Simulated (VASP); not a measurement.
Input of a VASP 6.6.1 run:

Contents of INCAR:

```
ALGO = Normal ; EDIFF = 1E-7
ENCUT = 520 ; GGA = PS
IBRION = 6 ; ISIF = 2
ISMEAR = 1 ; LASPH = T
LCHARG = F ; LPHON_DISPERSION = T
LREAL = Auto ; LWAVE = F
NELM = 80 ; NFREE = 2
NSW = 1 ; PHON_NWRITE = -3
POTIM = 0.015 ; PREC = Accurate
SIGMA = 0.1
```

KPOINTS

```
k-points
0
Gamma
  3 3 3
```

Contents of POSCAR:

```
Ca
1.0
    0.0000000000      8.3826000000      8.3826000000
    8.3826000000      0.0000000000      8.3826000000
    8.3826000000      8.3826000000      0.0000000000
Ca
27
Direct
    0.0000000000      0.0000000000      0.0000000000
    0.0000000000      0.0000000000      0.3333333333
    0.0000000000      0.0000000000      0.6666666667
    0.0000000000      0.3333333333      0.0000000000
    0.0000000000      0.3333333333      0.3333333333
    0.0000000000      0.3333333333      0.6666666667
    0.0000000000      0.6666666667      0.0000000000
    0.0000000000      0.6666666667      0.3333333333
    0.0000000000      0.6666666667      0.6666666667
    0.3333333333      0.0000000000      0.0000000000
    0.3333333333      0.0000000000      0.3333333333
    0.3333333333      0.0000000000      0.6666666667
    0.3333333333      0.3333333333      0.0000000000
    0.3333333333      0.3333333333      0.3333333333
    0.3333333333      0.3333333333      0.6666666667
    0.3333333333      0.6666666667      0.0000000000
    0.3333333333      0.6666666667      0.3333333333
    0.3333333333      0.6666666667      0.6666666667
    0.6666666667      0.0000000000      0.0000000000
    0.6666666667      0.0000000000      0.3333333333
    0.6666666667      0.0000000000      0.6666666667
    0.6666666667      0.3333333333      0.0000000000
    0.6666666667      0.3333333333      0.3333333333
    0.6666666667      0.3333333333      0.6666666667
    0.6666666667      0.6666666667      0.0000000000
    0.6666666667      0.6666666667      0.3333333333
    0.6666666667      0.6666666667      0.6666666667
```

File QPOINTS:

```
path GXWKGLUWLK,UX
8
line-mode
reciprocal
 0.0000000000  0.0000000000  0.0000000000  G
 0.5000000000  0.0000000000  0.5000000000  X

 0.5000000000  0.0000000000  0.5000000000  X
 0.5000000000  0.2500000000  0.7500000000  W

 0.5000000000  0.2500000000  0.7500000000  W
 0.3750000000  0.3750000000  0.7500000000  K

 0.3750000000  0.3750000000  0.7500000000  K
 0.0000000000  0.0000000000  0.0000000000  G

 0.0000000000  0.0000000000  0.0000000000  G
 0.5000000000  0.5000000000  0.5000000000  L

 0.5000000000  0.5000000000  0.5000000000  L
 0.6250000000  0.2500000000  0.6250000000  U

 0.6250000000  0.2500000000  0.6250000000  U
 0.5000000000  0.2500000000  0.7500000000  W

 0.5000000000  0.2500000000  0.7500000000  W
 0.5000000000  0.5000000000  0.5000000000  L

 0.5000000000  0.5000000000  0.5000000000  L
 0.3750000000  0.3750000000  0.7500000000  K

 0.6250000000  0.2500000000  0.6250000000  U
 0.5000000000  0.0000000000  0.5000000000  X
```

Potentials or basis: VASP PAW PBE potentials, release 64 (Ca_sv).

Command:

```sh
$ cat potpaw_PBE.64/Ca_sv/POTCAR > POTCAR
$ mpirun -np 4 vasp_std > vasp.out
```

(1) What does it give for the highest phonon frequency?

Answers

(1) 158 cm⁻¹.
